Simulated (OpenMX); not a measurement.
## CuO under changes of volume

One of the cells (9.643 Å³/atom); the others are scaled copies at fixed shape and fractional positions:

```
Cu O
1.0
     2.83633    0.00000    0.00000
    -1.41816    2.45633    0.00000
     0.00000    0.00000    2.76811
Cu O
1 1
Direct
  0.00000 0.00000 0.00000
  0.66667 0.33333 0.50000
```

Measurements of this composition are mostly on another form, of space group No. 15.

* Program: OpenMX 3.8.5
* Functional: LDA
* Potentials or basis: OpenMX 2013 LDA set, Cu6.0H-s3p2d2, O6.0-s2p2d1, fixed grid of 32 × 32 × 36 points
* k mesh: 11 × 11 × 11
* Occupations: fermi-dirac, width 0.05 eV
* Spin: no spin polarisation

```csv
volume (Å³/atom),energy over the lowest point (meV/atom),largest force (eV/Å)
9.064,0.00,0.017
9.257,6.66,0.016
9.450,17.73,0.015
9.643,32.83,0.014
9.836,51.34,0.013
10.028,72.64,0.012
10.221,?,?
```

What does the run at 10.221 Å³/atom give?

Energy over the lowest point 96.66 meV/atom; largest force 0.011 eV/Å.

Worked out: A Birch-Murnaghan fit of order 3 (a polynomial in V^(-2/3)) to the other rows has its minimum at 8.92 Å³/atom, just outside them, with B0 = V·E''(V) = 221 GPa and B' = 5.4 at fixed shape and positions, which overstates the stiffness. It gives 96.65 meV/atom at 10.221 Å³/atom, against the run's 96.66.

Energies are extrapolated to zero smearing.

Caveats: the basis of atomic orbitals isn't converged, which shifts pressures, moduli and gaps; an odd number of electrons without spin polarisation forces a metal; a magnetic or distorted state may lie lower; the run has no spin polarisation, though such a crystal can be magnetic.
